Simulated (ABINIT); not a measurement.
Input of an ABINIT 10.8.3 (patched build) run:

The input run.abi:

```
# Datasets
ndtset 3

# Pseudopotentials
pp_dirpath "./"
pseudos "Zn.upf, S.upf"

# Structure
acell 3*1.0 Angstrom
rprim
     0.0000000000     2.7020000000     2.7020000000
     2.7020000000     0.0000000000     2.7020000000
     2.7020000000     2.7020000000     0.0000000000
ntypat 2
znucl 30 16
natom 2
typat 1 2
xred
            3/4            3/4            3/4
            0.0            0.0            0.0

# Plane-wave basis
ecut 40.0

# k points
ngkpt 4 4 4
nshiftk 4
shiftk
     0.5000000000     0.5000000000     0.5000000000
     0.5000000000     0.0000000000     0.0000000000
     0.0000000000     0.5000000000     0.0000000000
     0.0000000000     0.0000000000     0.5000000000

# Exchange and correlation
ixc 11

# Bands and occupations
nband 13
occopt 1

# SCF cycle
nstep 80
diemac 6.0

# Output
prteig 0
prtebands 0
prtwf 0
prtden 0
prtpot 0

# Dataset 1: ground state
kptopt1 1
tolvrs1 1.0e-15
prtwf1 1

# Dataset 2: derivatives of the wave functions by k
iscf2 -3
rfelfd2 2
rfdir2 1 1 1
getwfk2 1
kptopt2 2
nqpt2 1
qpt2 0.0 0.0 0.0
tolwfr2 1.0e-18
prtwf2 1

# Dataset 3: response at q = 0 to electric field
rfelfd3 3
rfdir3 1 1 1
getwfk3 1
getddk3 2
kptopt3 2
nqpt3 1
qpt3 0.0 0.0 0.0
tolvrs3 1.0e-10
```

The input mrgddb.in:

```
merged_DDB
ZnS
2
runo_DS1_DDB
runo_DS3_DDB
```

anaddb.abi

```
ddb_filepath "merged_DDB"
output_file "anaddb.abo"
outdata_prefix "ana"
asr 1
chneut 1
dipdip 1
dieflag 2
enunit 0
```

Potentials or basis: PseudoDojo NC SR PBE v0.4.1 standard.

Command:

```sh
$ mpirun --bind-to none -np 4 abinit run.abi > log 2>&1
$ mrgddb < mrgddb.in > mrgddb.log 2>&1
$ anaddb anaddb.abi > anaddb.log 2>&1
```

**Question.** What does it give for the electronic dielectric tensor (diagonal)?

**Answer.** 5.99.

**Question.** What does it give for the Born charges (mean of the diagonal)?

**Answer.** Zn +2.00; S -2.00 e.

**Question.** Predict the pressure.

**Answer.** 1.5 GPa.

Electronic dielectric tensor:
```
5.99 0.00 0.00
0.00 5.99 0.00
0.00 0.00 5.99
```

**Experimental background.**

From a printed reference work, monograph, for a bulk crystal of ZnS: high-frequency dielectric constant 5.14.

A measured high-frequency dielectric constant of ZnS is 5.14 (a printed reference work, monograph); the calculated 5.99 misses it by +16.6 %.
